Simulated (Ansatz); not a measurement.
InN (wurtzite)

```
CELL_PARAMETERS angstrom
      3.58053     0.00000     0.00000
     -1.79026     3.10083     0.00000
      0.00000     0.00000     5.78779
ATOMIC_POSITIONS crystal
  In 0.66667 0.33333 0.50197
  In 0.33333 0.66667 0.00197
  N  0.66667 0.33333 0.12323
  N  0.33333 0.66667 0.62323
```

The relaxed cell is deformed in two ways at once: its volume V is scaled, and at that volume it is stretched along z (the c axis of the conventional cell) so that c/a changes. Fractional atomic positions are held.

Calculation: PBE (plane waves to 420 eV, PAW, scalar-relativistic; Ansatz, a program for electronic structure). k mesh 11×11×6 (Γ-centred), Fermi-Dirac smearing 0.05 eV. Energies are smeared free energies. As the atoms are clamped, bonds stretch with the cell, which overstates energies and stresses. With partly filled bands, the response to shear is sensitive to the k mesh, so small differences along c/a are uncertain. At this level the bands of InN touch or barely overlap; measurements give the solid a gap. InN was relaxed with its symmetry unable to fall. The zero of ΔE is the relaxed starting cell.

```
ΔE (meV/atom)         V/V₀ = 0.960  V/V₀ = 0.973  V/V₀ = 0.987  V/V₀ = 1.000  V/V₀ = 1.013  V/V₀ = 1.027  V/V₀ = 1.040
--------------------  ------------  ------------  ------------  ------------  ------------  ------------  ------------
(c/a)/(c/a)₀ = 0.960    (withheld)            18            14            13            13            16            21
(c/a)/(c/a)₀ = 0.973            16            10             7             5             6             9            14
(c/a)/(c/a)₀ = 0.987            12             6             2             1             2             5            10
(c/a)/(c/a)₀ = 1.000            11             5             1             0             1             4             9
(c/a)/(c/a)₀ = 1.013            12             6             2             1             2             5            10
(c/a)/(c/a)₀ = 1.027            16            10             6             5             6             9            13
(c/a)/(c/a)₀ = 1.040    (withheld)            17            13            11            12            14            19
```

Question: Some entries are withheld; supply them.

Answer: 
- (c/a)/(c/a)₀ = 0.960, V/V₀ = 0.960: 24
- (c/a)/(c/a)₀ = 1.040, V/V₀ = 0.960: 23

(Under strain, the slope of the energy per volume gives the stress and its curvature an elastic modulus.)
